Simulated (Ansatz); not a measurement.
Crystal: Ti.

```
Ti
1.0
     2.95000    0.00000    0.00000
    -1.47500    2.55477    0.00000
     0.00000    0.00000    4.68000
Ti
2
Direct
  0.66667 0.33333 0.75000
  0.33333 0.66667 0.25000
```

- Program: Ansatz 0.2.0
- Task: relaxation of cell and atoms
- Functional: BLYP
- Dispersion: D4
- Potentials or basis: Ansatz PAW
- Cutoff: 420 eV (not typed: the program's choice for these potentials)
- k mesh: 10 × 10 × 6
- Occupations: fermi-dirac, width 0.05 eV
- Spin: no spin polarisation

At the start: volume 17.64 Å³/atom.

**Question.** How do energy, volume and symmetry change on relaxing?

**Answer.** It ends after 5 steps and the volume is 17.22 Å³/atom (-2.3 %); space group P6_3/mmc (No. 194, to 0.05 Å).

Step by step:
| step | energy change (eV) | largest force (eV/Å) | volume (Å³) |
| --- | --- | --- | --- |
| 1 | 0.0000 | 0.0000 | 35.27 |
| 2 | -0.0069 | 0.0000 | 34.52 |
| 3 | -0.0070 | 0.0000 | 34.44 |
| 4 | -0.0071 | 0.0000 | 34.44 |
| 5 | -0.0070 | 0.0000 | 34.44 |

Final structure:
```
CELL_PARAMETERS angstrom
2.93306 0.00000 0.00000
-1.46653 2.54011 0.00000
0.00000 0.00000 4.62312
ATOMIC_POSITIONS crystal
Ti 0.66667 0.33333 0.75000
Ti 0.33333 0.66667 0.25000
```

Caveat: the plane-wave basis is chosen anew once the cell has moved, so the energies of steps on either side of that aren't comparable; the PAW data sets come from PBE, with cores solved anew for the run's functional, which leaves a small shift of forces and pressure.
